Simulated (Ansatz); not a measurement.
Relaxed structure of H2O2 on the (111) surface of HfO2, one molecule per 44.6 Å² (the molecule's atoms stand last):

```xyz
40
Lattice="7.1741 0.0000 0.0000 -3.5871 6.2130 0.0000 0.0000 0.0000 25.9993" Properties=species:S:1:pos:R:3 pbc="T T T"
O     1.7935    3.1065    8.0000
O     3.5871    0.0000    8.0000
O    -1.7935    3.1065    8.0000
O     0.0000    0.0000    8.0000
Hf    1.7935    1.0355    8.7322
Hf    0.0000    4.1420    8.7322
Hf    5.3806    1.0355    8.7322
Hf    3.5871    4.1420    8.7322
O     3.5871    2.0710    9.4644
O     1.7935    5.1775    9.4644
O     0.0000    2.0710    9.4644
O    -1.7935    5.1775    9.4644
O     3.5871    4.1420   10.9288
O     5.3806    1.0355   10.9288
O     0.0000    4.1420   10.9288
O     1.7935    1.0355   10.9288
Hf    3.5897    2.0729   11.6245
Hf    1.7941    5.1826   11.6492
Hf    0.0049    2.0597   11.6772
Hf   -1.7941    5.1880   11.6617
O    -1.7452    3.1453   12.4583
O    -0.0180   -0.0300   12.3298
O     1.7494    3.1630   12.4254
O     3.6039   -0.0564   12.3932
O    -1.8393    5.3278   13.8726
O     0.0584    1.9277   13.8608
O     1.8411    5.2643   13.9116
O     3.5468    2.0330   13.6944
Hf   -1.7936    3.1064   14.5805
Hf   -0.0154   -0.0588   14.6036
Hf    1.8143    3.0850   14.5610
Hf    3.5860    0.0729   14.5448
O    -0.0215    4.1027   15.2651
O     2.0021    1.1827   15.5120
O     3.6237    4.0188   15.2983
O     5.2272    1.1932   15.4177
O     0.9437    0.4017   17.7255
O    -0.2186    0.1259   16.8909
H     1.5400    0.8015   17.0010
H    -0.8381    0.8843   17.0107
```

Method: DFT PBE+D3(BJ), scalar-relativistic, plane waves, PAW in Ansatz. Settings: cutoff 420 eV, Γ-centred mesh 3×3×1 on the computed 40-atom cell, Gaussian smearing of 0.05 eV; no spin polarisation. A dipole correction removes the field between periodic images along c.

The slab and the molecular layer are also computed alone at these places.

Question: How does the adsorption energy per molecule split into interaction and deformation?

Answer: E_ads = -1.026 eV: interaction of the rigid parts -1.385 eV, deformation of the slab +0.280 eV, deformation of the molecule with its lateral interactions +0.079 eV.

Question: How much charge moves across the plane at z = 16.20 Å, midway between slab and molecule?

Answer: About 0.05 electrons a cell move down to the slab; half the integral of |Δρ| is 0.42 e.

The reference crystal is the fluorite-type form of HfO2, which isn't its usual structure.